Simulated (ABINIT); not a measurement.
P:

```xyz
4
Lattice="1.6477 -5.4650 0.0000 1.6477 5.4650 0.0000 0.0000 0.0000 4.5436" Properties=species:S:1:pos:R:3 pbc="T T T"
P     1.6477   -4.4173    2.6754
P     1.6477    4.4173    1.8683
P     1.6477   -1.0477    0.4035
P     1.6477    1.0477    4.1401
```

| Quantity | Value |
| --- | --- |
| Program | ABINIT 10.8.3 (patched build) |
| Task | relaxation of cell and atoms |
| Functional | PBE |
| Potentials or basis | PseudoDojo NC SR PBE v0.4.1 standard |
| Cutoff | 599 eV |
| k mesh | 6 × 6 × 4 |
| Occupations | fermi-dirac, width 0.05 eV |
| Spin | no spin polarisation |

At the start: pressure 2.1 GPa; volume 20.46 Å³/atom.

Problem. How do energy, volume and symmetry change on relaxing?

Solution. Over 22 steps the energy falls by 5.3 meV/atom and the volume is 21.19 Å³/atom (+3.6 %); space group Cmce (No. 64, to 0.05 Å).

The path:
```
step  energy change (eV)  largest force (eV/Å)  pressure (GPa)  volume (Å³)
   1              0.0000                0.3576            2.13        81.83
   2             -0.0103                0.2374            1.40        82.36
   3             -0.0187                0.0119            0.04        83.43
   4             -0.0188                0.0100           -0.02        83.48
   5             -0.0193                0.0422           -0.15        83.60
   6             -0.0197                0.0584           -0.16        83.62
   7             -0.0201                0.0666           -0.09        83.58
   8             -0.0205                0.0545            0.02        83.52
   9             -0.0208                0.0249            0.09        83.49
  10             -0.0209                0.0082            0.08        83.51
  11             -0.0209                0.0111            0.06        83.55
  12             -0.0209                0.0133            0.03        83.60
  13             -0.0210                0.0129           -0.01        83.69
  14             -0.0210                0.0085           -0.03        83.79
  15             -0.0210                0.0057           -0.03        83.90
  16             -0.0211                0.0119           -0.01        84.00
  17             -0.0211                0.0193            0.01        84.15
  18             -0.0212                0.0225            0.04        84.39
  19             -0.0213                0.0158            0.05        84.64
  20             -0.0213                0.0052            0.02        84.76
  21             -0.0213                0.0005            0.00        84.76
  22             -0.0213                0.0001            0.00        84.74
```

Final structure:
```cif
data_structure
_symmetry_space_group_name_H-M 'P 1'
_symmetry_Int_Tables_number 1
_cell_length_a 5.8577
_cell_length_b 5.8577
_cell_length_c 4.5422
_cell_angle_alpha 90.000
_cell_angle_beta 90.000
_cell_angle_gamma 147.063
_cell_volume 84.74
loop_
_atom_site_label
_atom_site_type_symbol
_atom_site_fract_x
_atom_site_fract_y
_atom_site_fract_z
_atom_site_occupancy
P1 P 0.90550 0.09450 0.58563 1
P2 P 0.09450 0.90550 0.41437 1
P3 P 0.59450 0.40550 0.08563 1
P4 P 0.40550 0.59450 0.91437 1
```
